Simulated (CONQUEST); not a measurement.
HfO2:

```xyz
12
Lattice="5.0048 0.0000 0.0000 0.0000 5.0327 0.0000 0.0000 0.0000 5.2195" Properties=species:S:1:pos:R:3 pbc="T T T"
Hf    3.6661    3.7314    5.0472
Hf    3.6661    1.2151    2.7820
Hf    1.3387    3.7314    2.4375
Hf    1.3387    1.2151    0.1723
O     4.6477    4.4251    3.2994
O     4.6477    1.9087    4.5298
O     2.7020    2.4776    1.2211
O     2.7020    4.9939    1.3886
O     2.3028    4.9939    3.9984
O     2.3028    2.4776    3.8308
O     0.3571    4.4251    0.6896
O     0.3571    1.9087    1.9201
```

Measurements of this composition are mostly on another form, of space group No. 14.

Program: CONQUEST 1.3. Alike in all runs: task single point; level PBE; no spin polarisation; cell as given; k mesh 4 × 4 × 4; smearing fermi-dirac 0.05 eV.

Order these runs on this cell by their band gap on the k mesh, lowest first.
A. potentials or basis PseudoDojo NC PBE, SZP, grid cutoff 150 Ha
B. potentials or basis PseudoDojo NC PBE, SZ, grid cutoff 150 Ha
C. potentials or basis PseudoDojo NC PBE, DZP, grid cutoff 150 Ha

B (3.57 eV), A (3.97 eV), C (4.33 eV).

Caveats: the real-space grid is too coarse here: the forces don't sum to zero and aren't listed, and the energy moves when atoms move against the grid; spin-orbit coupling is left out, which moves the levels of the heavy elements; the basis of atomic orbitals isn't converged, which shifts pressures, moduli and gaps; the atomic basis is small (some runs).

A k mesh can miss the band edges.

Not every run made on this cell is shown here.
